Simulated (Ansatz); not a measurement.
System: CuCl (zinc blende type), 2 atoms in the cell.

Computed with Ansatz, PBE, plane waves, PAW datasets (earlier set, tuned by hand).

Cutoff 700 eV; k-mesh 8×8×8 Γ-centred; Fermi–Dirac smearing of 0.1 eV; no spin polarisation.

```
CELL_PARAMETERS angstrom
0.00000 2.71000 2.71000
2.71000 0.00000 2.71000
2.71000 2.71000 0.00000
ATOMIC_POSITIONS crystal
Cu 0.00000 0.00000 0.00000
Cl 0.25000 0.25000 0.25000
```

Problem. What pressure does the calculation give?

Solution. The pressure is 0.16 GPa, so at these settings the cell is compressed and would expand.

The stress includes the program's correction for the finite plane-wave basis.
